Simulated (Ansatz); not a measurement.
The cell is KI in the h-MgO-type structure; cell and atoms were relaxed with r2SCAN. It is hexagonal, P6_3/mmc (No. 194); a = 6.039 Å, c = 7.039 Å in the conventional setting, 55.58 Å³ an atom. Around K lie 5 I at 3.49–3.52 Å; around I lie 5 K at 3.49–3.52 Å.

The questions ask for values computed with the plane-wave code Ansatz on this geometry. No magnetic order. The prototype was imposed, so other structures may be more stable.

Given (6×6×4 mesh): PBE gives a direct gap of 3.79 eV at Γ.

Question: What does LDA give for the gap (6×6×4 mesh)?

Answer: The LDA gap is direct at Γ: 3.49 eV. The gap differs by -0.30 eV from PBE's.

Question: How does the gap change from PBE to PBE+SOC (6×6×4)?

Answer: The PBE+SOC gap is direct at Γ: 3.56 eV. The gap differs by -0.23 eV from PBE's.

Question: Roughly how does the cost of the PBE+SOC run (6×6×4) compare with r2SCAN's (6×6×4)?

Answer: About 3 times as much (90 core-seconds against 29 core-seconds, on 2 threads of Intel(R) Xeon(R) Processor @ 2.70GHz, on a shared host).

Question: What are ε∞ and the Born charges with r2SCAN?

Answer: The electronic dielectric tensor ε∞ is 2.2 along x and y, 2.4 along z. Born charges, averaged over directions: K +1.05, I -1.05 e. The program warns that the response isn't settled on this k mesh.

Question: Relaxed again with PBEsol, is the cell stable at the zone centre, and where do its optical modes lie?

Answer: The zone-centre optical frequencies run from 29 to 111 cm⁻¹, none imaginary (the rest of the zone wasn't tested). With the long-range field the highest mode reaches 138 cm⁻¹.

Only the levels marked +SOC include spin-orbit coupling.
